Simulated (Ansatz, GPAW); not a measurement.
Given: the input of a run of Ansatz 0.2.0 on Se (Selenium). 

input.yaml

```yaml
crystal:
  lattice:
    - [4.3662, 0.0, 0.0]
    - [-2.1831, 3.781240118, 0.0]
    - [0.0, 0.0, 4.9536]
  atoms:
    - { symbol: Se, position: [0.7746, 0.7746, 0.0] }
    - { symbol: Se, position: [0.2254, 0.0, 0.3333333333] }
    - { symbol: Se, position: [0.0, 0.2254, 0.6666666667] }
hamiltonian:
  xc: pbe
  pseudopotentials: { kind: paw }
kpoints:
  mp_grid: { grid: [7, 7, 6] }
scf:
  occupations: { method: gaussian, width: 0.02 }
output:
  forces: true
  stress: true
  eigenvalues: true
```

Potentials or basis: Ansatz PAW.

Command:

```console
$ ansatz run input.yaml --threads 1 --pin off --max-ram 3584MiB --backend cpu --events-out ev --progress --plain --runs-dir out
```

What does the same run look like in GPAW 26.7.0 (ASE script)? Potentials or basis there: GPAW PAW data sets (gpaw-data 1.2.1), cutoff 600 eV.

As run (cutoffs and basis follow the program's own potentials, and thresholds, step limits or extra output files can differ):

File run.py:

```python
from ase import Atoms
from ase.dft.bandgap import bandgap
from ase.io import write
from ase.units import GPa
from gpaw import GPAW, PW

atoms = Atoms(['Se', 'Se', 'Se'],
              cell=[[4.3662, 0.0, 0.0],
                    [-2.1831, 3.781240118, 0.0],
                    [0.0, 0.0, 4.9536]],
              scaled_positions=[[0.7746, 0.7746, 0.0],
                                [0.2254, 0.0, 0.3333333333],
                                [0.0, 0.2254, 0.6666666667]],
              pbc=True)

calc = GPAW(mode=PW(600),
            xc='PBE',
            kpts={'size': (7, 7, 6), 'gamma': True},
            occupations={'name': 'methfessel-paxton', 'order': 0, 'width': 0.02},
            nbands=19,
            convergence={'density': 1e-05, 'energy': 1e-05},
            maxiter=150,
            txt='gpaw.txt')
atoms.calc = calc
energy = atoms.get_potential_energy()
forces = atoms.get_forces()
stress = atoms.get_stress()
calc.write('gs.gpw')
write('result.traj', atoms)
print(f'Energy: {energy:.6f} eV')
print('Forces (eV/A):')
print(forces.round(4))
print('Stress (GPa):', (stress / GPa).round(3))
print('Fermi level:', round(calc.get_fermi_level(), 4), 'eV')
print(f'Gap: {bandgap(calc)[0]:.4f} eV, direct: {bandgap(calc, direct=True)[0]:.4f} eV')
```

Potentials or basis: GPAW PAW data sets (gpaw-data 1.2.1), pw.

Run with:

```sh
$ OMP_NUM_THREADS=1 python run.py
```

Both were run:

|  | Ansatz | GPAW |
| --- | --- | --- |
| Pressure | 2.8 GPa | 2.8 GPa |
| Largest force | 0.401 eV/Å | 0.420 eV/Å |

Ansatz's pressure holds a Pulay term of +0.01 GPa for its cutoff of 420 eV, which the other run lacks.

The potentials hold 48 and 18 valence electrons a cell.

Where Ansatz's input types no cutoff or centring, it takes its own default and a Γ-centred mesh.

Pressure is positive in compression.
